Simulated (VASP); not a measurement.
# SnS2 (P-3m1) in VASP: band structure with PBE

Aim: the band structure of SnS2 with PBE.

All numbers are computed with VASP 6.6.1; they aren't measurements. Logs are shortened: lines on timing, memory, paths and dates and some standing lists are left out, and cuts for length are marked.

### Step 1. Starting point

The structure is trigonal, space group P-3m1 (No. 164). The conventional cell has a = 3.670 Å, b = 3.670 Å, c = 5.890 Å, α = 90.00°, β = 90.00°, γ = 120.00°. Around Sn (site symmetry -3m) lie 6 S at 2.58 Å. Around S (site symmetry 3m) lie 3 Sn at 2.58 Å.

### Step 2. Band structure, PBE, non-collinear spin, zero start, spin-orbit coupling

File POSCAR:

```
SnS2
1.0
    3.6700000000      0.0000000000      0.0000000000
   -1.8350000000      3.1783132300      0.0000000000
    0.0000000000      0.0000000000      5.8900000000
Sn S
1 2
Direct
    0.0000000000      0.0000000000      0.0000000000
    0.3333333300      0.6666666700      0.2500000000
    0.6666666700      0.3333333300      0.7500000000
```

File INCAR.step1:

```
PREC = Accurate ; ENCUT = 520
EDIFF = 1E-6 ; ISMEAR = 0
SIGMA = 0.02 ; LREAL = F
LASPH = T ; NELM = 100
ALGO = Normal ; ISIF = 2
LWAVE = F ; LCHARG = T
MAGMOM = 0 0 0 0 0 0 0 0 0 ; LORBIT = 11
LSORBIT = T ; GGA_COMPAT = F
GGA = PE
```

File KPOINTS.step1:

```
Automatic mesh
0
Gamma
  9 9 6
```

File INCAR.step2:

```
PREC = Accurate ; ENCUT = 520
EDIFF = 1E-6 ; ISMEAR = 0
SIGMA = 0.05 ; LREAL = F
LASPH = T ; NELM = 100
ALGO = Normal ; ISIF = 2
LWAVE = F ; LCHARG = F
MAGMOM = 0 0 0 0 0 0 0 0 0 ; LORBIT = 11
LSORBIT = T ; GGA_COMPAT = F
GGA = PE ; ICHARG = 11
```

File KPOINTS.step2:

```
path GMKGALHA,LM,KH
20
line-mode
reciprocal
 0.0000000000  0.0000000000  0.0000000000  G
 0.5000000000  0.0000000000  0.0000000000  M

 0.5000000000  0.0000000000  0.0000000000  M
 0.3333333333  0.3333333333  0.0000000000  K

 0.3333333333  0.3333333333  0.0000000000  K
 0.0000000000  0.0000000000  0.0000000000  G

 0.0000000000  0.0000000000  0.0000000000  G
 0.0000000000  0.0000000000  0.5000000000  A

 0.0000000000  0.0000000000  0.5000000000  A
 0.5000000000  0.0000000000  0.5000000000  L

 0.5000000000  0.0000000000  0.5000000000  L
 0.3333333333  0.3333333333  0.5000000000  H

 0.3333333333  0.3333333333  0.5000000000  H
 0.0000000000  0.0000000000  0.5000000000  A

 0.5000000000  0.0000000000  0.5000000000  L
 0.5000000000  0.0000000000  0.0000000000  M

 0.3333333333  0.3333333333  0.0000000000  K
 0.3333333333  0.3333333333  0.5000000000  H
```

Potentials or basis: VASP PAW PBE potentials, release 64 (Sn_d, S).

On the command line:

```sh
> cat potpaw_PBE.64/Sn_d/POTCAR potpaw_PBE.64/S/POTCAR > POTCAR
> cp INCAR.step1 INCAR
> cp KPOINTS.step1 KPOINTS
> mpirun -np 1 vasp_ncl > vasp.out
> cp INCAR.step2 INCAR
> cp KPOINTS.step2 KPOINTS
> mpirun -np 1 vasp_ncl > vasp.out
```

OUTCAR:

```text
PREC = Accurate
   ENCUT = 520
   EDIFF = 1E-6
   ISMEAR = 0
   LREAL = F
   LASPH = T
   NELM = 100
   ISIF = 2
   LORBIT = 11
   LSORBIT = T
   GGA = PE
   ICHARG = 11

 ion  position               nearest neighbor table
   1  0.000  0.000  0.000-   2 2.58   3 2.58   2 2.58   3 2.58   3 2.58   2 2.58
   2  0.333  0.667  0.250-   1 2.58   1 2.58   1 2.58
   3  0.667  0.333  0.750-   1 2.58   1 2.58   1 2.58

  LATTYP: Found a hexagonal cell.
 ALAT       =     3.6700000000
 C/A-ratio  =     1.6049046322

  Lattice vectors:

 A1 = (   3.6700000000,   0.0000000000,   0.0000000000)
 A2 = (  -1.8350000000,   3.1783132300,   0.0000000000)
 A3 = (   0.0000000000,   0.0000000000,   5.8900000000)

Analysis of symmetry for initial positions (statically):
=====================================================================
 Subroutine PRICEL returns:
 Original cell was already a primitive cell.

 Routine SETGRP: Setting up the symmetry group for a
 hexagonal supercell.

 Subroutine GETGRP returns: Found 12 space group operations
 (whereof 12 operations were pure point group operations)
 out of a pool of 24 trial point group operations.

The static configuration has the point symmetry D_3d.

Analysis of symmetry for dynamics (positions and initial velocities):
=====================================================================
 Subroutine PRICEL returns:
 Original cell was already a primitive cell.

 Routine SETGRP: Setting up the symmetry group for a
 hexagonal supercell.

 Subroutine GETGRP returns: Found 12 space group operations
 (whereof 12 operations were pure point group operations)
 out of a pool of 24 trial point group operations.

The dynamic configuration has the point symmetry D_3d.

Analysis of structural, dynamic, and magnetic symmetry:
=====================================================================
 Subroutine PRICEL returns:
 Original cell was already a primitive cell.

 Routine SETGRP: Setting up the symmetry group for a
 hexagonal supercell.

 Subroutine GETGRP returns: Found 12 space group operations
 (whereof 12 operations were pure point group operations)
 out of a pool of 24 trial point group operations.

The overall configuration has the point symmetry D_3d.

 Subroutine INISYM returns: Found 12 space group operations
 (whereof 12 operations are pure point group operations),
 and found     1 'primitive' translations

----------------------------------------------------------------------------------------

                                     Primitive cell

  volume of cell :      68.7034

  direct lattice vectors                    reciprocal lattice vectors
     3.670000000  0.000000000  0.000000000     0.272479564  0.157316150  0.000000000
    -1.835000000  3.178313230  0.000000000     0.000000000  0.314632299  0.000000000
     0.000000000  0.000000000  5.890000000     0.000000000  0.000000000  0.169779287

  length of vectors
     3.670000000  3.669999998  5.890000000     0.314632299  0.314632299  0.169779287

  position of ions in fractional coordinates (direct lattice)
     0.000000000  0.000000000  0.000000000
     0.333333330  0.666666670  0.250000000
     0.666666670  0.333333330  0.750000000

  ion indices of the primitive-cell ions
   primitive index   ion index
                 1           1
                 2           2
                 3           3

----------------------------------------------------------------------------------------

 KPOINTS: path GMKGALHA,LM,KH

Interpolating k-points between supplied coordinates.

 Line segments in fractional coordinates (reciprocal lattice):
    0.000000  0.000000  0.000000  ...  0.500000  0.000000  0.000000
    0.500000  0.000000  0.000000  ...  0.333333  0.333333  0.000000
    0.333333  0.333333  0.000000  ...  0.000000  0.000000  0.000000
    0.000000  0.000000  0.000000  ...  0.000000  0.000000  0.500000
    0.000000  0.000000  0.500000  ...  0.500000  0.000000  0.500000
    0.500000  0.000000  0.500000  ...  0.333333  0.333333  0.500000
    0.333333  0.333333  0.500000  ...  0.000000  0.000000  0.500000
    0.500000  0.000000  0.500000  ...  0.500000  0.000000  0.000000
    0.333333  0.333333  0.000000  ...  0.333333  0.333333  0.500000

 Generated    20 points on each line segment, for a total of    180 k-points:

 Following reciprocal coordinates:
            Coordinates               Weight
  0.000000  0.000000  0.000000      0.005556
  0.026316  0.000000  0.000000      0.005556
  0.052632  0.000000  0.000000      0.005556
  0.078947  0.000000  0.000000      0.005556
  0.105263  0.000000  0.000000      0.005556
  0.131579  0.000000  0.000000      0.005556
[... 16 lines left out ...]
  0.482456  0.035088  0.000000      0.005556
  0.473684  0.052632  0.000000      0.005556
 [... further k-points ...]
   k-points           NKPTS =    180   k-points in BZ     NKDIM =    180   number of bands    NBANDS=     34
   number of dos      NEDOS =    301   number of ions     NIONS =      3
   total plane-waves  NPLWV =  37632
   dimension x,y,z NGX =    28 NGY =   28 NGZ =   48
   dimension x,y,z NGXF=    56 NGYF=   56 NGZF=   96
   ions per type =               1   2
   NGX,Y,Z   is equivalent  to a cutoff of  12.68, 12.68, 13.55 a.u.
   NGXF,Y,Z  is equivalent  to a cutoff of  25.37, 25.37, 27.10 a.u.
 SYSTEM =  unknown system
   PREC   = accura    normal or accurate (medium, high low for compatibility)
   ISTART =      0    job   : 0-new  1-cont  2-samecut
   ICHARG =     11    charge: 1-file 2-atom 10-const
   ISPIN  =      1    spin polarized calculation?
   LNONCOLLINEAR =      T non collinear calculations
   LSORBIT =      T    spin-orbit coupling
   LASPH  =      T    aspherical Exc in radial PAW
   ENCUT  =  520.0 eV  38.22 Ry    6.18 a.u.   6.82  6.82 10.95*2*pi/ulx,y,z
   NELM   =    100;   NELMIN=  2; NELMDL=  0     # of ELM steps
   EDIFF  = 0.1E-05   stopping-criterion for ELM
   LREAL  =      F    real-space projection
[... 7 lines left out ...]
   TEBEG  =    0.0;   TEEND  =   0.0 temperature during run
   PSTRESS=    0.0 pullay stress
   NELECT =      26.0000    total number of electrons
   NUPDOWN=      -1.0000    fix difference up-down
   EMIN   =  10.00;   EMAX   =-10.00  energy-range for DOS
   EFERMI =   0.00;   METHOD = LEGACY
   ISMEAR =     0;   SIGMA  =   0.05  broadening in eV -4-tet -1-fermi 0-gaus
   EFERMI_NEDOS =   21; number of points for ismear=-14 and -15
   IALGO  =     38    algorithm
   IMIX   =      4    mixing-type and parameters
     AMIX     =   0.40;   BMIX     =  1.00
     AMIX_MAG =   1.60;   BMIX_MAG =  1.00
  volume/ion in A,a.u.               =      22.90       154.54
  Fermi-wavevector in a.u.,A,eV,Ry     =   1.184150  2.237718 19.078231  1.402210
  Thomas-Fermi vector in A             =   2.320370
   LORBIT       =     11    0 simple, 1 ext, 2 COOP (PROOUT), +10 PAW based schemes
   GGA     = PE    functional components
   LHFCALC =     F    Hartree Fock is set to
   AEXX    =    0.0000 exact exchange contribution
   IVDW    =     0    specifies the selected vdW correction
   LEPSILON=     F    determine dielectric tensor
   LRPA    =     F    only Hartree local field effects (RPA)
 Gauss-broadening in eV      SIGMA  =   0.05
  energy-cutoff  :      520.00
  volume of cell :       68.70
 maximum number of plane-waves:      3756
 NGX is ok and might be reduce to    28

 number of electron      26.0000009 magnetization       0.0000000      0.0000000     -0.0000000

 Free energy of the ion-electron system (eV)
  ---------------------------------------------------
  ext. energy  EPLUGINS =         0.00000000
  ---------------------------------------------------
  free energy    TOTEN  =       -12.29142270 eV

  energy without entropy =      -12.29142270  energy(sigma->0) =      -12.29142270

 E-fermi :   4.8546     XC(G=0):  -9.5662

 val. band max:        4.5990349168   @ k =   0.0526   0.0526   0.0000
 cond. band min:       5.9678849905   @ k =   0.5000   0.0000   0.3158
 fundamental gap:      1.3688500736
 Fermi energy:         4.8545913874

 k-point     1 :       0.0000    0.0000    0.0000
  band No.  band energies     occupation
      1     -16.9566      1.00000
      2     -16.9566      1.00000
      3     -16.9318      1.00000
      4     -16.9318      1.00000
      5     -15.9430      1.00000
      6     -15.9430      1.00000
[... 877 lines left out ...]
     33      10.8392      0.00000
     34      10.8396      0.00000

 [... further k-points ...]
[... 5 lines left out ...]
  --------------------------------------------------------------------------------------
  -------------------------------------------------------------------------------------
  Total        2.0882140      2.0882140      0.4563236      0.0000000     -0.0000000      0.0000000
  in kB       48.6975964     48.6975963     10.6415628      0.0000000     -0.0000000      0.0000000
  external PRESSURE =      36.0122518 kB  Pullay stress =       0.0000000 kB

 VOLUME and BASIS-vectors are now :
 -----------------------------------------------------------------------------
  energy-cutoff  :      520.00
  volume of cell :       68.70
      direct lattice vectors                 reciprocal lattice vectors
     3.670000000  0.000000000  0.000000000     0.272479564  0.157316150  0.000000000
    -1.835000000  3.178313230  0.000000000     0.000000000  0.314632299  0.000000000
     0.000000000  0.000000000  5.890000000     0.000000000  0.000000000  0.169779287

 POSITION                                       TOTAL-FORCE (eV/Angst)
 -----------------------------------------------------------------------------------
      0.00000      0.00000      0.00000         0.000000      0.000000      0.000000
     -0.00000      2.11888      1.47250         0.000000     -0.000000      0.181258
      1.83500      1.05944      4.41750        -0.000000      0.000000     -0.181258
 -----------------------------------------------------------------------------------
    total drift:                               -0.000000      0.000000      0.000000

  FREE ENERGIE OF THE ION-ELECTRON SYSTEM (eV)
  ---------------------------------------------------
  free  energy   TOTEN  =       -12.2914226990 eV

  energy  without entropy=      -12.2914226990  energy(sigma->0) =      -12.29142270

 Spin-Orbit-Coupling matrix elements

 Ion:    1  E_soc:     -0.0849829
 l=   1
     0.0000000    -0.0080982    -0.0083229
    -0.0080982     0.0000000    -0.0080982
    -0.0083229    -0.0080982     0.0000000
 l=   2
     0.0000000    -0.0011906     0.0000000    -0.0011906    -0.0048226
    -0.0011906     0.0000000    -0.0036039    -0.0011795    -0.0011906
     0.0000000    -0.0036039     0.0000000    -0.0036039     0.0000000
    -0.0011906    -0.0011795    -0.0036039     0.0000000    -0.0011906
    -0.0048226    -0.0011906     0.0000000    -0.0011906     0.0000000
 l=   3
     0.0000000     0.0000000     0.0000000     0.0000000     0.0000000     0.0000000     0.0000000
     0.0000000     0.0000000     0.0000000     0.0000000     0.0000000     0.0000000     0.0000000
     0.0000000     0.0000000     0.0000000     0.0000000     0.0000000     0.0000000     0.0000000
     0.0000000     0.0000000     0.0000000     0.0000000     0.0000000     0.0000000     0.0000000
[... 29 lines left out ...]
 l=   2
     0.0000000     0.0000000     0.0000000     0.0000000     0.0000000
     0.0000000     0.0000000     0.0000000     0.0000000     0.0000000
     0.0000000     0.0000000     0.0000000     0.0000000     0.0000000
     0.0000000     0.0000000     0.0000000     0.0000000     0.0000000
     0.0000000     0.0000000     0.0000000     0.0000000     0.0000000
 l=   3
     0.0000000     0.0000000     0.0000000     0.0000000     0.0000000     0.0000000     0.0000000
     0.0000000     0.0000000     0.0000000     0.0000000     0.0000000     0.0000000     0.0000000
     0.0000000     0.0000000     0.0000000     0.0000000     0.0000000     0.0000000     0.0000000
     0.0000000     0.0000000     0.0000000     0.0000000     0.0000000     0.0000000     0.0000000
     0.0000000     0.0000000     0.0000000     0.0000000     0.0000000     0.0000000     0.0000000
     0.0000000     0.0000000     0.0000000     0.0000000     0.0000000     0.0000000     0.0000000
     0.0000000     0.0000000     0.0000000     0.0000000     0.0000000     0.0000000     0.0000000

 total charge

# of ion       s       p       d       tot
------------------------------------------
    1        1.005   0.996  10.141  12.142
    2        1.355   2.391   0.000   3.746
    3        1.355   2.391   0.000   3.746
--------------------------------------------------
tot          3.716   5.778  10.141  19.634

 magnetization (x)

# of ion       s       p       d       tot
------------------------------------------
    1       -0.000   0.000  -0.000  -0.000
    2        0.000  -0.000   0.000  -0.000
    3        0.000  -0.000   0.000  -0.000
--------------------------------------------------
tot         -0.000  -0.000  -0.000  -0.000

 magnetization (y)

# of ion       s       p       d       tot
------------------------------------------
    1        0.000   0.000  -0.000  -0.000
    2        0.000  -0.000   0.000  -0.000
    3        0.000   0.000   0.000   0.000
--------------------------------------------------
tot          0.000  -0.000  -0.000  -0.000

 magnetization (z)

# of ion       s       p       d       tot
------------------------------------------
    1        0.000  -0.000   0.000   0.000
    2        0.000   0.000   0.000   0.000
    3        0.000   0.000   0.000   0.000
--------------------------------------------------
tot          0.000  -0.000   0.000   0.000
```

Wall time 9.7 min (1 thread of Intel Xeon 6975P-C (Granite Rapids), shared host); peak memory 0.72 GiB.

What came out:

- Net moment: 0.00 μB per cell

Moments on the atoms (μB; x, y, z):
```
Sn  0.00 0.00 0.00
S   0.00 0.00 0.00
S   0.00 0.00 0.00
```

Caveat: the log is that of the step along the path at fixed density, whose energy, stress, charges and moments have no meaning; this functional lacks dispersion, which binds the layers, so the pressure and a relaxed spacing across them are unreliable.
